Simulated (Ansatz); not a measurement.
# Si2W (I4/mmm) in Ansatz: reference runs

How does Si2W come out in PBEsol? The cell is run as given and disturbed.

Program: Ansatz 0.2.0. These are calculated values, not measurements. Logs are shortened: lines on timing, memory, paths and dates and some standing lists are left out, and cuts for length are marked.

### Step 1. The crystal as given

It takes space group I4/mmm (No. 139, tetragonal). Conventional cell: a = 3.214 Å, b = 3.214 Å, c = 7.830 Å, α = 90.00°, β = 90.00°, γ = 90.00°. Around W (site symmetry 4/mmm) lie 10 Si at 2.62 Å. Si (site symmetry 4mm) has 5 Si at 2.59 to 2.63 Å and 5 W at 2.62 Å as nearest neighbours.

### Step 2. Single point, PBEsol

The input, input.yaml:

```yaml
crystal:
  lattice:
    - [-1.6069, 1.6069, 3.91495]
    - [1.6069, -1.6069, 3.91495]
    - [1.6069, 1.6069, -3.91495]
  atoms:
    - { symbol: W, position: [0.0, 0.0, 0.0] }
    - { symbol: Si, position: [0.6653, 0.6653, 0.0] }
    - { symbol: Si, position: [0.3347, 0.3347, 0.0] }
kpoints:
  mp_grid: { grid: [12, 12, 12] }
scf:
  occupations: { method: fermi_dirac, width: 0.05 }
hamiltonian:
  xc: pbesol
  pseudopotentials: { kind: all_electron, lapw: { basis_error: 0.001 } }
output:
  forces: true
  stress: true
  eigenvalues: true
  populations: true
```

Potentials or basis: all-electron LAPW, scalar-relativistic.

Launch:

```sh
> ansatz run input.yaml --threads 2 --pin off --max-ram 8192MiB --backend cpu --events-out ev --progress --plain --runs-dir out
```

The program printed:

```text
Warning: RAYON_NUM_THREADS=2 ignored (pool sized by the plan → 2); use --threads N
W: projections on atomic orbitals take those of the free atom 1s2 2s2 2p6 3s2 3p6 3d10 4s2 4p6 4d10 4f14 5s2 5p6 5d4 6s2, of charge +0.00 (hamiltonian.pseudopotentials.projection_atoms)
Si: projections on atomic orbitals take those of the free atom 1s2 2s2 2p6 3s2 3p2, of charge +0.00 (hamiltonian.pseudopotentials.projection_atoms)
LAPW: plane waves up to 7.916 Å⁻¹, error target 1.0e-3 eV per atom; small_component_spin mean_spin; Si in spheres of 1.144 Å, 12 of its electrons in bands, Dirac shells []; W in spheres of 1.471 Å, 38 of its electrons in bands, Dirac shells [] (how accurate: hamiltonian.pseudopotentials.lapw.basis_error, Limitations)
Engine: ansatz 0.2.0, aarch64-unknown-linux-gnu
Pseudopotentials: kind: all_electron
Pseudopotential: W, LAPW, valence charge 38, lapw/all_electron/scalar/gaussian/W, Koelling and Harmon's equation, gaussian nucleus
Pseudopotential: Si, LAPW, valence charge 12, lapw/all_electron/scalar/gaussian/Si, Koelling and Harmon's equation, gaussian nucleus
Functional definition: PBEsol
  exchange = pbesol_x
  correlation = pbesol_c
Crystal: 3 atoms, lattice volume = 40.436 Å³
Basis set: ecut = 238.72966760690286 eV, 329 PW (Γ), FFT grids on a1+a3, a2+a3, a3, exchange–correlation at level 2
Bands: 38, of which v1, the nominal top of the filled ones, is band 31 counted from 1 (30 counted from 0)
Symmetry: 16 space group operations
Space group: I4/mmm (ITA 139), of the structure as read, at distance tolerance 3.4e-5 Å
k-points: 163 of 1728
Non-local potential: W, projectors of the file, none
Non-local potential: Si, projectors of the file, none
Initial density: superposition of atomic densities (chi_scale 0.1, normalization cell, long waves kept (reshape's long-wave potential 0.00 eV rms))
Initial wavefunctions: plane waves of lowest kinetic energy (no species holds an atomic orbital)
Functional: x = pbesol(κ = 0.804, μ = 0.12345679012345678), c = pbesol(β = 0.046)
iter 1 solved again at ethr=3.20e-4 eV; its pass at ethr=1.00e-1 eV (dr2=1.98e-1 eV) is discarded
SCF iter   1: F=—  HF=-454831.457689 eV  |F-HF|=—  |Δ(HF+E_count)|=         —  Δρ=2.64e-2  dr2=1.98e-1  ethr=3.20e-4  ⟨swp⟩=2.7  Hψ=40444  notcnv=0
preconditioner: auto → Kerker (q_TF=auto, 2.930 Å⁻¹)  [metal: Δε(μ)=0.072 eV  Ē_g=20.822 eV  σ=0.050 eV  W_gap=0.32  n_scr=14 (ndim 8)  ℏωp=30.9 eV  f_vac=0.000  D(μ)=0.21/eV (n_scr^D=0)]
SCF iter   2: F=—  HF=-454831.335881 eV  |F-HF|=—  |Δ(HF+E_count)|=   1.22e-1  Δρ=2.02e-2  dr2=2.48e-1  ethr=3.20e-4  ⟨swp⟩=2.0  Hψ=18533  notcnv=0
SCF iter   3: F=—  HF=-454831.274662 eV  |F-HF|=—  |Δ(HF+E_count)|=   6.12e-2  Δρ=1.05e-2  dr2=4.62e-2  ethr=3.20e-4  ⟨swp⟩=2.0  Hψ=18321  notcnv=0
SCF iter   4: F=—  HF=-454831.254894 eV  |F-HF|=—  |Δ(HF+E_count)|=   1.98e-2  Δρ=4.20e-3  dr2=1.13e-2  ethr=7.44e-5  ⟨swp⟩=2.0  Hψ=17452  notcnv=0
iter 5 solved again at ethr=1.14e-6 eV; its pass at ethr=1.82e-5 eV (dr2=7.08e-4 eV) is discarded
SCF iter   5: F=—  HF=-454831.254657 eV  |F-HF|=—  |Δ(HF+E_count)|=         —  Δρ=9.41e-4  dr2=7.07e-4  ethr=1.14e-6  ⟨swp⟩=2.0  Hψ=30072  notcnv=0
the basis was enlarged: its passes take 481.4 KiB over the memory plan, 2 of 2 planned eigensolver slots
SCF iter   6: F=—  HF=-454831.252732 eV  |F-HF|=—  |Δ(HF+E_count)|=   1.93e-3  Δρ=4.06e-4  dr2=6.98e-5  ethr=1.14e-6  ⟨swp⟩=2.0  Hψ=17456  notcnv=0
SCF iter   7: F=—  HF=-454831.252718 eV  |F-HF|=—  |Δ(HF+E_count)|=   1.40e-5  Δρ=1.96e-4  dr2=2.45e-5  ethr=1.13e-7  ⟨swp⟩=2.0  Hψ=17449  notcnv=0
SCF iter   8: F=—  HF=-454831.252714 eV  |F-HF|=—  |Δ(HF+E_count)|=   3.82e-6  Δρ=4.02e-5  dr2=8.20e-7  ethr=3.94e-8  ⟨swp⟩=2.0  Hψ=17449  notcnv=0
SCF iter   9: F=-454831.252714 eV  HF=-454831.252714 eV  |F-HF|=2.55e-8  |Δ(HF+E_count)|=   7.14e-8  Δρ=1.26e-5  dr2=6.44e-8  ethr=1.32e-9  ⟨swp⟩=2.0  Hψ=17453  notcnv=0
SCF 1 converged in 9 iterations: F = -454831.252714 eV  dr2 = 6.44e-8
SCF converged after 9 iterations
Free energy (F): -454831.252714 eV
Harris-Foulkes:  -454831.252714 eV  (|F-HF|=2.55e-8)
Internal energy: -454831.250774 eV  (E = F + TS)
E sigma→0 (E₀):  -454831.251744 eV
Entropy (-TS):   -0.001940 eV (-0.647 meV/atom)
Fermi energy:    20.435439 eV
--- Per-component energies (eV) ---
  E_band       = -3522.585785
  E_kinetic    = 507491.234793
  E_xc         = -9815.467778
  E_electrostatic = -952507.017789  (all electrons and nuclei)
  E_smearing   = -0.001940  (= −TS)
  E_closure    = 0.000000  (closes the sum)
  E_atoms      = -454806.133930  (free atoms, spherical and without spin; not in F)
  Σ components = -454831.252714   (vs F -454831.252714, Δ=0.00e0)
  Basis errors (estimates in eV, not in F): energy 3.3e-4 per atom: plane waves 2.8e-4 (1.5e-4 summed), levels above the bands 3.1e-70, relativity 2.2e-8, radial functions 4.7e-5, core shells 2.9e-7; eigenvalues (radial functions only) 1.7e-6; not estimated: angular momenta, meshes, grids; target (lapw.basis_error) 1.0e-3; muffin-tin radii Si 1.144 Å, W 1.471 Å
--- Forces (eV/Å), atoms counted from 1 ---
  atom   1  W     -0.00000000     0.00000000     0.00000000
  atom   2  Si     0.00000000     0.00000000     0.01943593
  atom   3  Si     0.00000000     0.00000000    -0.01943593
  max |Σ_I F_I| component: 6.94e-18 eV/Å
--- Stress (GPa, compression-positive) ---
       -2.183471       0.000000      -0.000000
        0.000000      -2.183471      -0.000000
       -0.000000      -0.000000      -1.622917
  P = ⅓ Tr σ = -1.9966 GPa (-19.966 kbar)
--- Band table (eV; the first three rows and the last of 163) ---
  k-point 0: bands = ["-212.2737", "-212.2366", "-212.2337", "-212.2134", "-212.2134", "-113.7076", "-113.7057", "-69.9958", "-69.9958", "-69.9914", "-69.9914", "-69.9861", "-69.9786", "-53.3421", "-17.6431", "-17.6160", "-17.6160", "-7.6316", "-7.6316", "-7.5967", "-7.5929", "-7.5792", "-7.5792", "-7.5695", "6.3588", "13.5651", "16.7069", "17.0673", "17.5818", "17.5818", "21.0260", "23.1872", "23.3429", "23.5105", "23.5105", "25.0274", "26.1226", "26.1226"]
  k-point 1: bands = ["-212.2737", "-212.2366", "-212.2337", "-212.2134", "-212.2134", "-113.7076", "-113.7058", "-69.9959", "-69.9956", "-69.9919", "-69.9914", "-69.9859", "-69.9786", "-53.3410", "-17.6403", "-17.6304", "-17.6286", "-7.6318", "-7.6317", "-7.5963", "-7.5926", "-7.5794", "-7.5794", "-7.5696", "6.5839", "13.7686", "16.0751", "17.0347", "17.1200", "18.2402", "19.9941", "22.9070", "23.6721", "23.6983", "23.9609", "24.9949", "26.3554", "26.7354"]
  k-point 2: bands = ["-212.2737", "-212.2366", "-212.2337", "-212.2134", "-212.2134", "-113.7074", "-113.7059", "-69.9961", "-69.9948", "-69.9932", "-69.9914", "-69.9854", "-69.9788", "-53.3382", "-17.6683", "-17.6630", "-17.6328", "-7.6323", "-7.6321", "-7.5952", "-7.5918", "-7.5799", "-7.5797", "-7.5702", "7.2363", "14.2816", "15.3755", "15.9508", "17.2944", "18.2416", "18.7311", "22.9004", "24.0187", "24.0869", "24.5818", "24.6515", "27.6693", "27.6697"]
  k-point 162: bands = ["-212.2737", "-212.2366", "-212.2337", "-212.2134", "-212.2134", "-113.7071", "-113.7062", "-69.9962", "-69.9962", "-69.9911", "-69.9911", "-69.9832", "-69.9815", "-53.3419", "-17.6605", "-17.6173", "-17.6173", "-7.6316", "-7.6316", "-7.5966", "-7.5926", "-7.5795", "-7.5795", "-7.5696", "8.6393", "9.3985", "16.5499", "17.8341", "19.6021", "19.6021", "19.9136", "19.9136", "21.2027", "24.9409", "25.2957", "26.5498", "28.3002", "29.0831"]
--- Löwdin populations: 3 sites ---
  site symbol       q [e]
     0      W     73.9340
     1     Si     13.9203
     2     Si     13.9203
  spilling = 0.002210 (of n_electrons = 102.000000)
```

populations.tsv:

```text
# site	symbol	l	j	q
# orbitals = lowdin
# n_electrons = 102.000000
# spilling = 0.002210
# projection_atom_W: 1s2 2s2 2p6 3s2 3p6 3d10 4s2 4p6 4d10 4f14 5s2 5p6 5d4 6s2
# projection_atom_Si: 1s2 2s2 2p6 3s2 3p2
0	W	0_1S	-	1.999999
0	W	0_2S	-	1.999971
0	W	0_3S	-	1.999635
0	W	0_4S	-	1.996264
0	W	0_5S	-	1.944743
0	W	0_6S	-	0.530598
0	W	1_2P	-	6.000000
0	W	1_3P	-	5.999998
0	W	1_4P	-	5.999894
0	W	1_5P	-	5.987236
0	W	2_3D	-	9.999999
0	W	2_4D	-	9.999937
0	W	2_5D	-	5.476582
0	W	3_4F	-	13.999131
1	Si	0_1S	-	1.999845
1	Si	0_2S	-	1.987946
1	Si	0_3S	-	1.179034
1	Si	1_2P	-	5.996709
1	Si	1_3P	-	2.756781
2	Si	0_1S	-	1.999845
2	Si	0_2S	-	1.987946
2	Si	0_3S	-	1.179034
2	Si	1_2P	-	5.996709
2	Si	1_3P	-	2.756781
```

It took 33 s on 2 threads of Arm Neoverse V2, shared host; peak memory 0.73 GiB.

Results:

```
Free energy            : -454831.2527 eV
Pressure               : -2.0 GPa
Largest force          : 0.019 eV/Å
Band gap on the k mesh : none (metal or under the smearing width)
```

Forces on the atoms (eV/Å):
```
W    0.000  0.000  0.000
Si   0.000  0.000  0.019
Si   0.000  0.000 -0.019
```

Spin-orbit coupling is left out, which matters for the levels of W.

### Step 3. Equation of state, PBEsol

Potentials or basis: all-electron LAPW, scalar-relativistic.

No new run: the results of the series are fitted here.

Results:

```yaml
Equilibrium_volume: 13.36 Å³/atom
Bulk_modulus_at_fixed_shape_and_positions: 234 GPa
Pressure_derivative_of_the_bulk_modulus: 4.4
```

Energy against volume, from the lowest point:
| volume (Å³/atom) | energy (meV/atom) |
| --- | --- |
| 12.670 | 28.08 |
| 12.939 | 9.61 |
| 13.209 | 0.57 |
| 13.479 | 0.00 |
| 13.748 | 7.03 |
| 14.018 | 20.87 |
| 14.287 | 40.84 |

Caveat: the cell was scaled at fixed shape and fractional positions, which overstates the stiffness of a crystal with free parameters, most of all of layers and chains. The run has no spin-orbit coupling, so splittings on W are missing.

### Step 4. Single point, PBEsol (atoms moved at random, drawn with an rms of 0.05 Å)

input.yaml, as its differences from that of step 2:

```diff
@@ -6,5 +6,5 @@
   atoms:
-    - { symbol: W, position: [0.0, 0.0, 0.0] }
-    - { symbol: Si, position: [0.6653, 0.6653, 0.0] }
-    - { symbol: Si, position: [0.3347, 0.3347, 0.0] }
+    - { symbol: W, position: [0.012167, -0.001945, 0.011785] }
+    - { symbol: Si, position: [0.681647, 0.653256, 0.008292] }
+    - { symbol: Si, position: [0.334656, 0.314531, -0.026448] }
 kpoints:
```

Potentials or basis: all-electron LAPW, scalar-relativistic.

Launch:

```sh
> ansatz run input.yaml --threads 2 --pin off --max-ram 8192MiB --backend cpu --events-out ev --progress --plain --runs-dir out
```

The program printed:

```text
Warning: RAYON_NUM_THREADS=2 ignored (pool sized by the plan → 2); use --threads N
W: projections on atomic orbitals take those of the free atom 1s2 2s2 2p6 3s2 3p6 3d10 4s2 4p6 4d10 4f14 5s2 5p6 5d4 6s2, of charge +0.00 (hamiltonian.pseudopotentials.projection_atoms)
Si: projections on atomic orbitals take those of the free atom 1s2 2s2 2p6 3s2 3p2, of charge +0.00 (hamiltonian.pseudopotentials.projection_atoms)
LAPW: plane waves up to 8.299 Å⁻¹, error target 1.0e-3 eV per atom; small_component_spin mean_spin; Si in spheres of 1.109 Å, 12 of its electrons in bands, Dirac shells []; W in spheres of 1.416 Å, 38 of its electrons in bands, Dirac shells [] (how accurate: hamiltonian.pseudopotentials.lapw.basis_error, Limitations)
[... 7 set-up lines as earlier in the session ...]
Crystal: 3 atoms, lattice volume = 40.436 Å³
[... 44 lines left out ...]
  atom   3  Si     0.53288223     0.50112217    -0.54216082
  max |Σ_I F_I| component: 3.65e-7 eV/Å
--- Stress (GPa, compression-positive) ---
       -1.282773       0.489565      -0.406287
        0.489565      -1.236868      -0.577334
       -0.406287      -0.577334      -0.595479
  P = ⅓ Tr σ = -1.0384 GPa (-10.384 kbar)
--- Band table (eV; the first three rows and the last of 868) ---
  k-point 0: bands = ["-212.2694", "-212.2316", "-212.2269", "-212.2055", "-212.2048", "-113.7144", "-113.6969", "-70.0022", "-70.0011", "-69.9917", "-69.9847", "-69.9818", "-69.9704", "-53.3392", "-17.6474", "-17.6243", "-17.6094", "-7.6289", "-7.6288", "-7.5909", "-7.5857", "-7.5724", "-7.5712", "-7.5617", "6.3700", "13.4953", "16.6972", "16.9848", "17.6291", "17.6429", "20.9488", "23.1387", "23.2742", "23.4709", "23.5548", "25.0269", "26.2108", "26.2292"]
  k-point 1: bands = ["-212.2694", "-212.2316", "-212.2269", "-212.2055", "-212.2048", "-113.7144", "-113.6969", "-70.0022", "-70.0011", "-69.9917", "-69.9847", "-69.9819", "-69.9704", "-53.3382", "-17.6540", "-17.6371", "-17.6144", "-7.6291", "-7.6289", "-7.5905", "-7.5854", "-7.5726", "-7.5713", "-7.5619", "6.5965", "13.6969", "16.0750", "17.0298", "17.1018", "18.2951", "19.8978", "22.9261", "23.4927", "23.6570", "24.0289", "25.0193", "26.4614", "26.8390"]
  k-point 2: bands = ["-212.2694", "-212.2316", "-212.2269", "-212.2055", "-212.2048", "-113.7144", "-113.6969", "-70.0023", "-70.0012", "-69.9916", "-69.9849", "-69.9819", "-69.9704", "-53.3354", "-17.6842", "-17.6718", "-17.6149", "-7.6296", "-7.6292", "-7.5894", "-7.5846", "-7.5730", "-7.5715", "-7.5625", "7.2517", "14.2014", "15.3839", "16.0143", "17.2035", "18.1379", "18.8144", "22.8745", "23.8661", "24.0555", "24.6427", "24.7016", "27.7073", "27.7947"]
  k-point 867: bands = ["-212.2694", "-212.2316", "-212.2269", "-212.2055", "-212.2048", "-113.7143", "-113.6969", "-70.0023", "-70.0012", "-69.9899", "-69.9860", "-69.9818", "-69.9708", "-53.3390", "-17.6594", "-17.6256", "-17.6159", "-7.6289", "-7.6288", "-7.5907", "-7.5854", "-7.5727", "-7.5714", "-7.5619", "8.7335", "9.2586", "16.4803", "17.9249", "19.6505", "19.6776", "19.8823", "19.9037", "21.1488", "24.9931", "25.2036", "26.6435", "28.0568", "28.9573"]
--- Löwdin populations: 3 sites ---
  site symbol       q [e]
     0      W     73.9404
     1     Si     13.9174
     2     Si     13.9172
  spilling = 0.002207 (of n_electrons = 102.000000)
```

It took 5 min on 2 threads of Arm Neoverse V2, shared host; peak memory 2.4 GiB.

Results:

```
Free energy            : -454831.2083 eV
Pressure               : -1.0 GPa
Largest force          : 0.911 eV/Å
Band gap on the k mesh : none (metal or under the smearing width)
```

Forces on the atoms (eV/Å):
```
W   -0.560 -0.208  0.205
Si   0.027 -0.293  0.337
Si   0.533  0.501 -0.542
```

The run has no spin-orbit coupling, so splittings on W are missing.

### Step 5. Overview

| task | cell | cutoff (eV) | gap on the mesh (eV) | pressure (GPa) | largest force (eV/Å) |
| --- | --- | --- | --- | --- | --- |
| single point | as given | 239 | none | -2.0 | 0.02 |
| equation of state | as given | - | - | - | - |
| single point | atoms moved at random, drawn with an rms of 0.05 Å | 262 | none | -1.0 | 0.91 |

Alike in all rows: level PBEsol; potentials or basis all-electron LAPW, scalar-relativistic; no spin polarisation; k mesh 12 × 12 × 12; smearing fermi-dirac 0.05 eV; basis error allowed 0.001 eV/atom.

Caveats: the cell was scaled at fixed shape and fractional positions, which overstates the stiffness of a crystal with free parameters, most of all of layers and chains (some runs).

Compare energies only between runs with the same functional and basis.
